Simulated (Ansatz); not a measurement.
An element in the bcc structure gives these cold pressures by all-electron LAPW under PBE (Ansatz 0.2.0, scalar-relativistic, no spin polarisation).

| V (Å³/atom) | P (GPa) |
| --- | --- |
| 14.49 | -0.06 |
| 13.77 | 13.46 |
| 12.32 | 56.7 |
| 10.87 | 136.9 |
| 9.42 | 289.1 |
| 7.97 | 591.5 |
| 6.52 | 1239 |
| 5.80 | 1839 |

Which element is it?

Rh. Its zero-pressure volume in this structure is near 14.5 Å³/atom; the volume and the steepness of P(V) together point to it, though neighbours can come close. Neighbours weren't tried against these numbers.
